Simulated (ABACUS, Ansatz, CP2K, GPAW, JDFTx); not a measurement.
**NiSi2: energy against volume and a worked fit**

Space group Fm-3m (No. 225). a = 5.406 Å, b = 5.406 Å, c = 5.406 Å, α = 90.00°, β = 90.00°, γ = 90.00°
```csv
atom,site,symmetry,x,y,z
Ni,4a,m-3m,0.0000,0.0000,0.0000
Si,8c,-43m,0.7500,0.2500,0.7500
```

The cell was scaled at fixed shape and fractions and run with CP2K, GTH_POTENTIALS Ni GTH-PBE-q18; POTENTIAL_UZH Si GTH-PBE-q4; TZVP-MOLOPT-SR-GTH, TZVP-MOLOPT-PBE-GTH basis; PBEsol, k mesh 9 × 9 × 9 on the cell of 3 atoms, fermi-dirac occupations of 0.05 eV, collinear spin, ferromagnetic start, no spin-orbit coupling. The potentials were made for PBE. Energies are those that the program minimises, any entropy of the smearing included. For a metal such a mesh isn't converged to the digits shown. The magnetic state is the one that the start led to, which needn't be the lowest.

```csv
V (Å³/atom),energy over the lowest row (meV/atom)
12.3758,27.32
12.6392,12.22
12.9025,3.30
13.1658,0.00
13.4291,?
13.6924,8.22
13.9557,18.87
```

Task: Fit the third-order Birch-Murnaghan form, give V0, B0 and B′, and predict the energy left open.

Result: With y = (V0/V)^(2/3), E = E0 + (9 V0 B0/16) [(y - 1)³ B′ + (y - 1)² (6 - 4y)]. Least squares through the rows shown give V0 = 13.2009 Å³/atom, E0 = -0.05 meV, B0 = 153.5 GPa (1 eV/Å³ = 160.218 GPa) and B′ = 3.78, with a largest miss of 0.01 meV. At V = 13.4291 the form with these constants gives 1.79 meV; the run gave 1.79 meV an atom. Other set-ups at this level, from all their volumes (Å³/atom, GPa): ABACUS, PseudoDojo NC SR 0.4.1 PBEsol standard, plane waves: V0 13.086, B0 155.3; GPAW, PAW data sets generated for this functional: V0 13.199, B0 154.5; JDFTx, PseudoDojo-SR-PBEsol-0.4.1-standard with smoothed tails: V0 13.085, B0 155.3; Ansatz, all-electron LAPW, scalar-relativistic: V0 13.086, B0 155.
